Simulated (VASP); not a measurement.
# BaTiO3 (P4mm) in VASP: notebook

Runs on BaTiO3. Level: PBEsol. Tasks: relaxation of shape and atoms at fixed volume.

Program: VASP 6.6.1. These are calculated values, not measurements. Logs are shortened: lines on timing, memory, paths and dates and some standing lists are left out, and cuts for length are marked.

## 1. The undisturbed crystal

The structure is tetragonal, space group P4mm (No. 99). The conventional cell has a = 4.000 Å, b = 4.000 Å, c = 4.018 Å, α = 90.00°, β = 90.00°, γ = 90.00°. Ba (site symmetry 4mm) is surrounded by 12 O at 2.79 to 2.88 Å. Around Ti (site symmetry 4mm) lie 6 O at 1.89 to 2.13 Å. Around O (site symmetry 4mm) lie 2 Ti at 1.89 to 2.13 Å. O (site symmetry 2mm) has 2 Ti at 2.00 Å as nearest neighbours.

## 2. Relaxation of shape and atoms at fixed volume, PBEsol (a relaxed cell with its volume scaled by 0.94)

INCAR

```
PREC     = Accurate       # precision mode
ENCUT    = 600            # plane-wave cutoff, eV
EDIFF    = 1E-7           # SCF threshold, eV
ISMEAR   = 0              # smearing method
SIGMA    = 0.03           # smearing width, eV
LREAL    = F              # projectors in reciprocal space
LASPH    = T              # aspherical terms in the spheres
NELM     = 80             # most SCF steps
ALGO     = Fast           # electronic algorithm
ISIF     = 4              # what is computed and relaxed
LWAVE    = F              # write WAVECAR
LCHARG   = F              # write CHGCAR
GGA      = PS             # functional
IBRION   = 2              # ionic algorithm
NSW      = 40             # ionic steps
EDIFFG   = -0.01          # ionic threshold
KPAR     = 2
```

KPOINTS

```
regular mesh
0
Gamma
  8 8 8
```

POSCAR

```
BaTiO3                                  
1.0
    3.8861585580      0.0000000000      0.0000000000
    0.0000000000      3.8861585580     -0.0000000000
    0.0000000000      0.0000000000      3.9826733524
  Ba              Ti              O             
     1     1     3
Direct
     0.0000000000000000    1.0000000000000000    0.9986017990225708
     0.5000000000000000    0.5000000000000000    0.4819255852252555
     0.5000000000000000    0.5000000000000000    0.0291004915946275
     0.5000000000000000    0.0000000000000000    0.5166860620787762
     0.0000000000000000    0.5000000000000000    0.5166860620787762
```

Potentials or basis: VASP PAW PBE potentials, release 64 (Ba_sv, Ti_sv, O).

Run with:

```bash
> cat potpaw_PBE.64/Ba_sv/POTCAR potpaw_PBE.64/Ti_sv/POTCAR potpaw_PBE.64/O/POTCAR > POTCAR
> mpirun -np 2 vasp_std > vasp.out
```

OUTCAR:

```text
PREC = Accurate
   ENCUT = 600
   EDIFF = 1E-7
   ISMEAR = 0
   LREAL = F
   LASPH = T
   NELM = 80
   ISIF = 4
   GGA = PS
   IBRION = 2
   NSW = 40
   EDIFFG = -0.01

 ion  position               nearest neighbor table
   1  0.000  0.000  0.999-   4 2.73   5 2.73   5 2.73   4 2.73   3 2.75   3 2.75   3 2.75   3 2.75
                             4 2.83   5 2.83   5 2.83   4 2.83   2 3.36   2 3.36   2 3.36   2 3.36
   2  0.500  0.500  0.482-   3 1.80   4 1.95   5 1.95   4 1.95   5 1.95   3 2.18   1 3.36   1 3.36
                             1 3.36   1 3.36   1 3.43   1 3.43   1 3.43   1 3.43
   3  0.500  0.500  0.029-   2 1.80   2 2.18   1 2.75   1 2.75   1 2.75   1 2.75
   4  0.500  0.000  0.517-   2 1.95   2 1.95   1 2.73   1 2.73   1 2.83   1 2.83
   5  0.000  0.500  0.517-   2 1.95   2 1.95   1 2.73   1 2.73   1 2.83   1 2.83

  LATTYP: Found a simple tetragonal cell.
 ALAT       =     3.8861585580
 C/A-ratio  =     1.0248355266

  Lattice vectors:

 A1 = (   3.8861585580,   0.0000000000,   0.0000000000)
 A2 = (   0.0000000000,   3.8861585580,   0.0000000000)
 A3 = (   0.0000000000,   0.0000000000,   3.9826733524)

Analysis of symmetry for initial positions (statically):
=====================================================================
 Subroutine PRICEL returns:
 Original cell was already a primitive cell.

 Routine SETGRP: Setting up the symmetry group for a
 simple tetragonal supercell.

 Subroutine GETGRP returns: Found  8 space group operations
 (whereof  8 operations were pure point group operations)
 out of a pool of 16 trial point group operations.

The static configuration has the point symmetry C_4v.

Analysis of symmetry for dynamics (positions and initial velocities):
=====================================================================
 Subroutine PRICEL returns:
 Original cell was already a primitive cell.

 Routine SETGRP: Setting up the symmetry group for a
 simple tetragonal supercell.

 Subroutine GETGRP returns: Found  8 space group operations
 (whereof  8 operations were pure point group operations)
 out of a pool of 16 trial point group operations.

The dynamic configuration has the point symmetry C_4v.

 Subroutine INISYM returns: Found  8 space group operations
 (whereof  8 operations are pure point group operations),
 and found     1 'primitive' translations

----------------------------------------------------------------------------------------

                                     Primitive cell

  volume of cell :      60.1472

  direct lattice vectors                    reciprocal lattice vectors
     3.886158558  0.000000000  0.000000000     0.257323520  0.000000000  0.000000000
     0.000000000  3.886158558  0.000000000     0.000000000  0.257323520  0.000000000
     0.000000000  0.000000000  3.982673352     0.000000000  0.000000000  0.251087627

  length of vectors
     3.886158558  3.886158558  3.982673352     0.257323520  0.257323520  0.251087627

  position of ions in fractional coordinates (direct lattice)
     0.000000000  0.000000000  0.998601799
     0.500000000  0.500000000  0.481925585
     0.500000000  0.500000000  0.029100492
     0.500000000  0.000000000  0.516686062
     0.000000000  0.500000000  0.516686062

  ion indices of the primitive-cell ions
   primitive index   ion index
                 1           1
                 2           2
                 3           3
                 4           4
                 5           5

----------------------------------------------------------------------------------------

 KPOINTS: regular mesh

Automatic generation of k-mesh.
 Grid dimensions read from file:
 generate k-points for:    8    8    8

 Generating k-lattice:

  Cartesian coordinates                     Fractional coordinates (reciprocal lattice)
     0.032165440  0.000000000  0.000000000     0.125000000  0.000000000  0.000000000
     0.000000000  0.032165440  0.000000000     0.000000000  0.125000000  0.000000000
     0.000000000  0.000000000  0.031385953     0.000000000  0.000000000  0.125000000

  Length of vectors
     0.032165440  0.032165440  0.031385953

  Shift w.r.t. Gamma in fractional coordinates (k-lattice)
     0.000000000  0.000000000  0.000000000

 Subroutine IBZKPT returns following result:
 ===========================================

 Found     75 irreducible k-points:

 Following reciprocal coordinates:
            Coordinates               Weight
  0.000000  0.000000  0.000000      1.000000
  0.125000  0.000000  0.000000      4.000000
  0.250000  0.000000  0.000000      4.000000
  0.375000  0.000000  0.000000      4.000000
  0.500000  0.000000  0.000000      2.000000
  0.125000  0.125000  0.000000      4.000000
[... 16 lines left out ...]
  0.375000  0.125000  0.125000     16.000000
  0.500000  0.125000  0.125000      8.000000
 [... further k-points ...]
   k-points           NKPTS =     75   k-points in BZ     NKDIM =     75   number of bands    NBANDS=     24
   number of dos      NEDOS =    301   number of ions     NIONS =      5
   total plane-waves  NPLWV =  32768
   dimension x,y,z NGX =    32 NGY =   32 NGZ =   32
   dimension x,y,z NGXF=    64 NGYF=   64 NGZF=   64
   ions per type =               1   1   3
   NGX,Y,Z   is equivalent  to a cutoff of  13.69, 13.69, 13.36 a.u.
   NGXF,Y,Z  is equivalent  to a cutoff of  27.38, 27.38, 26.72 a.u.
 SYSTEM =  unknown system
   PREC   = accura    normal or accurate (medium, high low for compatibility)
   ISTART =      0    job   : 0-new  1-cont  2-samecut
   ICHARG =      2    charge: 1-file 2-atom 10-const
   ISPIN  =      1    spin polarized calculation?
   LNONCOLLINEAR =      F non collinear calculations
   LSORBIT =      F    spin-orbit coupling
   LASPH  =      T    aspherical Exc in radial PAW
   ENCUT  =  600.0 eV  44.10 Ry    6.64 a.u.   7.76  7.76  7.95*2*pi/ulx,y,z
   NELM   =     80;   NELMIN=  2; NELMDL= -5     # of ELM steps
   EDIFF  = 0.1E-06   stopping-criterion for ELM
   LREAL  =      F    real-space projection
   EDIFFG = -.1E-01   stopping-criterion for IOM
   NSW    =     40    number of steps for IOM
   IBRION =      2    ionic relax: 0-MD 1-quasi-New 2-CG
   NFREE  =      1    steps in history (QN), initial steepest desc. (CG)
   ISIF   =      4    stress and relaxation
   ISYM   =      2    0-nonsym 1-usesym 2-fastsym
   POTIM  = 0.5000    time-step for ionic-motion
   TEBEG  =    0.0;   TEEND  =   0.0 temperature during run
   PSTRESS=    0.0 pullay stress
   NELECT =      40.0000    total number of electrons
   NUPDOWN=      -1.0000    fix difference up-down
   EMIN   =  10.00;   EMAX   =-10.00  energy-range for DOS
   EFERMI =   0.00;   METHOD = LEGACY
   ISMEAR =     0;   SIGMA  =   0.03  broadening in eV -4-tet -1-fermi 0-gaus
   EFERMI_NEDOS =   21; number of points for ismear=-14 and -15
   IALGO  =     68    algorithm
   IMIX   =      4    mixing-type and parameters
     AMIX     =   0.40;   BMIX     =  1.00
     AMIX_MAG =   1.60;   BMIX_MAG =  1.00
  volume/ion in A,a.u.               =      12.03        81.18
  Fermi-wavevector in a.u.,A,eV,Ry     =   1.428969  2.700361 27.782464  2.041953
  Thomas-Fermi vector in A             =   2.548974
   LORBIT       =      0    0 simple, 1 ext, 2 COOP (PROOUT), +10 PAW based schemes
   GGA     = PS    functional components
   LHFCALC =     F    Hartree Fock is set to
   AEXX    =    0.0000 exact exchange contribution
   IVDW    =     0    specifies the selected vdW correction
   LEPSILON=     F    determine dielectric tensor
   LRPA    =     F    only Hartree local field effects (RPA)
 conjugate gradient relaxation of ions
 non-spin polarized calculation
 RMM-DIIS sequential band-by-band and
 Gauss-broadening in eV      SIGMA  =   0.03
  energy-cutoff  :      600.00
  volume of cell :       60.15
 maximum number of plane-waves:      2028
 NGX is ok and might be reduce to    32
   NGX = 15   NGY = 15   NGZ = 15

--------------------------------------- Ionic step        1  -------------------------------------------

 number of electron      39.9999986 magnetization

 Free energy of the ion-electron system (eV)
  ---------------------------------------------------
  ext. energy  EPLUGINS =         0.00000000
  ---------------------------------------------------
  free energy    TOTEN  =       -41.85943504 eV

  energy without entropy =      -41.85943504  energy(sigma->0) =      -41.85943504

------------------------ aborting loop EDIFF was not reached (unconverged)  ----------------------------

  FORCE on cell =-STRESS in cart. coord.  units (eV):
  Direction    XX          YY          ZZ          XY          YZ          ZX
  --------------------------------------------------------------------------------------
  -------------------------------------------------------------------------------------
  Total        4.6692733      4.6692733      4.6061241      0.0000000     -0.0000000      0.0000000
  in kB      124.3781688    124.3781688    122.6960259      0.0000000     -0.0000000      0.0000000
  external PRESSURE =     123.8174545 kB  Pullay stress =       0.0000000 kB
[... 98 lines left out ...]
  FREE ENERGIE OF THE ION-ELECTRON SYSTEM (eV)
  ---------------------------------------------------
  free  energy   TOTEN  =       -41.8774287891 eV

  energy  without entropy=      -41.8774287891  energy(sigma->0) =      -41.87742879

[... ionic steps 4 to 10 ...]

--------------------------------------- Ionic step       11  -------------------------------------------

 number of electron      39.9999983 magnetization

------------------------ aborting loop because EDIFF is reached ----------------------------------------
[... 73 lines left out ...]
--------------------------------------- Ionic step       13  -------------------------------------------

 number of electron      39.9999984 magnetization

 Free energy of the ion-electron system (eV)
  ---------------------------------------------------
  ext. energy  EPLUGINS =         0.00000000
  ---------------------------------------------------
  free energy    TOTEN  =       -41.89106535 eV

  energy without entropy =      -41.89106535  energy(sigma->0) =      -41.89106535

 E-fermi :   4.4230     XC(G=0): -11.8570

 val. band max:        4.2070103467   @ k =   0.5000   0.5000   0.5000
 cond. band min:       6.0302515883   @ k =   0.0000   0.0000   0.0000
 fundamental gap:      1.8232412416
 Fermi energy:         4.4229838997

 k-point     1 :       0.0000    0.0000    0.0000
  band No.  band energies     occupation
      1     -51.8793      2.00000
      2     -28.2511      2.00000
      3     -28.2445      2.00000
      4     -28.2445      2.00000
      5     -20.4364      2.00000
      6     -12.7530      2.00000
[... 637 lines left out ...]
     23       8.0659      0.00000
     24       9.3140      0.00000

 [... further k-points ...]
[... 5 lines left out ...]
  --------------------------------------------------------------------------------------
  -------------------------------------------------------------------------------------
  Total        3.7680068      3.7680068      3.7902423      0.0000000      0.0000000      0.0000000
  in kB      100.3706054    100.3706054    100.9629038      0.0000000      0.0000000      0.0000000
  external PRESSURE =     100.5680382 kB  Pullay stress =       0.0000000 kB
[... 20 lines left out ...]
  FREE ENERGIE OF THE ION-ELECTRON SYSTEM (eV)
  ---------------------------------------------------
  free  energy   TOTEN  =       -41.8910653502 eV

  energy  without entropy=      -41.8910653502  energy(sigma->0) =      -41.89106535

 reached required accuracy - stopping structural energy minimisation
```

It took 12 min on 2 MPI ranks of Intel Xeon Platinum 8488C (Sapphire Rapids), shared host; peak memory 0.28 GiB.

What came out:

- Free energy: -41.8911 eV
- Energy gained by relaxing: 6.3 meV/atom
- Ionic steps: 13
- Pressure after relaxing: 10.1 GPa
- Largest force after relaxing: 0.009 eV/Å
- Band gap on the k mesh: 1.82 eV, indirect (least direct gap 1.93 eV)

Forces on the atoms (eV/Å):
```
Ba   0.000  0.000  0.008
Ti   0.000  0.000  0.009
O    0.000  0.000 -0.004
O    0.000  0.000 -0.007
O    0.000  0.000 -0.007
```

Step by step:
| step | energy change (eV) | largest force (eV/Å) | pressure (GPa) |
| --- | --- | --- | --- |
| 1 | 0.0000 | 0.6776 | 12.38 |
| 2 | -0.0178 | 0.1180 | 11.08 |
| 3 | -0.0180 | 0.1257 | 10.96 |
| 4 | -0.0266 | 0.1003 | 10.60 |
| 5 | -0.0280 | 0.1042 | 10.42 |
| 6 | -0.0301 | 0.0708 | 10.32 |
| 7 | -0.0311 | 0.0609 | 10.21 |
| 8 | -0.0311 | 0.0665 | 10.20 |
| 9 | -0.0315 | 0.0144 | 10.11 |
| 10 | -0.0315 | 0.0179 | 10.11 |
| 11 | -0.0316 | 0.0126 | 10.08 |
| 12 | -0.0316 | 0.0139 | 10.07 |
| 13 | -0.0316 | 0.0091 | 10.06 |

Final structure:
```yaml
crystal:
  lattice:
    - [3.91628, 0.00000, 0.00000]
    - [0.00000, 3.91628, 0.00000]
    - [0.00000, 0.00000, 3.92165]
  atoms:
    - { symbol: Ba, position: [0.00000, 0.00000, 0.00623] }
    - { symbol: Ti, position: [0.50000, 0.50000, 0.50067] }
    - { symbol: O, position: [0.50000, 0.50000, 0.01307] }
    - { symbol: O, position: [0.50000, 0.00000, 0.51152] }
    - { symbol: O, position: [0.00000, 0.50000, 0.51152] }
```

Levels at points of the mesh, in eV from the valence-band top:
| k point | band 17 | band 18 | band 19 | band 20 | band 21 | band 22 | band 23 | band 24 |
| --- | --- | --- | --- | --- | --- | --- | --- | --- |
| (0.00, 0.00, 0.00) | -1.23 | -0.11 | -0.11 | -0.11 | 1.82 | 1.87 | 1.87 | 4.41 |
| (0.50, 0.00, 0.00) | -1.93 | -1.90 | -0.76 | -0.74 | 2.06 | 3.82 | 3.83 | 4.43 |
| (0.50, 0.50, 0.00) | -1.71 | -0.85 | -0.85 | -0.10 | 3.84 | 3.84 | 4.27 | 5.32 |
| (0.00, 0.00, 0.50) | -1.95 | -1.95 | -0.71 | -0.71 | 2.02 | 3.83 | 3.83 | 4.42 |
| (0.50, 0.00, 0.50) | -1.71 | -0.84 | -0.84 | -0.12 | 3.84 | 3.84 | 4.26 | 5.35 |
| (0.50, 0.50, 0.50) | -2.38 | -0.02 | -0.02 | 0.00 | 4.58 | 4.58 | 4.59 | 6.90 |

Caveat: the PAW data sets were made with another functional, which shifts forces and pressure a little; spin-orbit coupling is left out, which moves the levels of the heavy elements.

(Part 1 of 2 ends here.)
